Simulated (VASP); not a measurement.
# SrO: relaxed cell and band gap, by functional and dispersion

SrO, Fm-3m (no. 225), 2 atoms in the cell.

| Functional | Dispersion | Volume (Å³/atom) | Change from the starting volume (fraction) | Gap, path and mesh (eV) | Time (s) |
|---|---|---|---|---|---|
| PBE | D4 | 17.28 | 0.022 | 3.27 | 34 |
| r2SCAN+rVV10 | in the functional | 17.08 | 0.011 | 3.70 | 447 |
| SCAN+rVV10 | in the functional | 17.04 | 0.008 | 3.69 | 366 |
| optB86b-vdW | in the functional | 17.15 | 0.015 | 3.27 | 185 |

## Input of the first row

INCAR.step1:
```
SYSTEM = SrO
  PREC = Accurate
  ENCUT = 600
  EDIFF = 1E-7
  ISMEAR = 0
  SIGMA = 0.02
  LREAL = .False.
  LASPH = .True.
  GGA_COMPAT = .False.
  ALGO = Normal
  NELM = 150
  ISIF = 3
  LWAVE = .False.
  LCHARG = .False.
  GGA = PE
  IVDW = 13
  IBRION = 2
  EDIFFG = -0.002
  NSW = 60
  KPAR = 2
```

INCAR.step2, as INCAR.step1 but for:
```
- NSW = 60
+ NSW = 40
```

INCAR.step3, as INCAR.step2 but for:
```
- ISIF = 3
- IBRION = 2
- EDIFFG = -0.002
- NSW = 40
+ ISIF = 2
+ NBANDS = 15
```

KPOINTS:
```
k-points
0
Gamma
  6 6 6
```

KPOINTS_OPT:
```
path GXWKGLUWLK,UX
8
line-mode
reciprocal
 0.0000000000  0.0000000000  0.0000000000  G
 0.5000000000  0.0000000000  0.5000000000  X

 0.5000000000  0.0000000000  0.5000000000  X
 0.5000000000  0.2500000000  0.7500000000  W

 0.5000000000  0.2500000000  0.7500000000  W
 0.3750000000  0.3750000000  0.7500000000  K

 0.3750000000  0.3750000000  0.7500000000  K
 0.0000000000  0.0000000000  0.0000000000  G

 0.0000000000  0.0000000000  0.0000000000  G
 0.5000000000  0.5000000000  0.5000000000  L

 0.5000000000  0.5000000000  0.5000000000  L
 0.6250000000  0.2500000000  0.6250000000  U

 0.6250000000  0.2500000000  0.6250000000  U
 0.5000000000  0.2500000000  0.7500000000  W

 0.5000000000  0.2500000000  0.7500000000  W
 0.5000000000  0.5000000000  0.5000000000  L

 0.5000000000  0.5000000000  0.5000000000  L
 0.3750000000  0.3750000000  0.7500000000  K

 0.6250000000  0.2500000000  0.6250000000  U
 0.5000000000  0.0000000000  0.5000000000  X
```

POSCAR.step1:
```
SrO
1.0
    0.0000000000      2.5663000000      2.5663000000
    2.5663000000      0.0000000000      2.5663000000
    2.5663000000      2.5663000000      0.0000000000
Sr O
1 1
Direct
    0.5000000000      0.5000000000      0.5000000000
    0.0000000000      0.0000000000      0.0000000000
```

Commands (each step's output is kept before the next begins):
```
cat potpaw_PBE.64/Sr_sv/POTCAR potpaw_PBE.64/O/POTCAR > POTCAR
cp INCAR.step1 INCAR
cp POSCAR.step1 POSCAR
mpirun -np 2 vasp_std > vasp.out
cp CONTCAR POSCAR
rm WAVECAR CHG
cp INCAR.step2 INCAR
mpirun -np 2 vasp_std > vasp.out
cp CONTCAR POSCAR
rm WAVECAR CHG
cp INCAR.step3 INCAR
mpirun -np 2 vasp_std > vasp.out
```

Changes of the last row against the first:
```
(all steps)
- GGA = PE
- IVDW = 13
+ GGA = MK
+ LUSE_VDW = True
+ AGGAC = 0.0
+ PARAM1 = 0.1234
+ PARAM2 = 1.0
```

VASP 6.6.1 took 34 s on 2 cores (Intel Xeon 6975P-C (Granite Rapids)), a shared host.
